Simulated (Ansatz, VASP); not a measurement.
## One calculation of GaN, two programs

```
CELL_PARAMETERS angstrom
3.15181 0.00000 0.00000
-1.57590 2.72955 0.00000
0.00000 0.00000 5.13841
ATOMIC_POSITIONS crystal
Ga 0.33333 0.66667 0.99930
Ga 0.66667 0.33333 0.49930
N 0.33333 0.66667 0.37570
N 0.66667 0.33333 0.87570
```

Alike in both runs: functional LDA; k mesh 12 × 12 × 6; occupations gaussian, width 0.02 eV; no spin polarisation.

Ansatz relaxed the structure, and its values are those at the end. VASP's run is a single point on that final structure, the one shown.

|  | VASP | Ansatz |
| --- | --- | --- |
| version | VASP 6.6.1 | Ansatz 0.2.0 |
| potentials or method | VASP PAW LDA potentials, release 64 (Ga_d, N) | scalar-relativistic, plane waves, PAW |
| plane-wave cutoff (eV) | 520 | 420 |
| valence electrons in the cell | 36 | 36 |

```csv
,VASP,Ansatz,Ansatz less VASP
gap on the k mesh at the Fermi level (eV),2.15,2.13,-0.017
least direct gap on the mesh (eV),2.15,2.13,-0.017
pressure (GPa),1.1,0.0,-1.09
```

As with any semilocal functional, this LDA gap is likely too small.
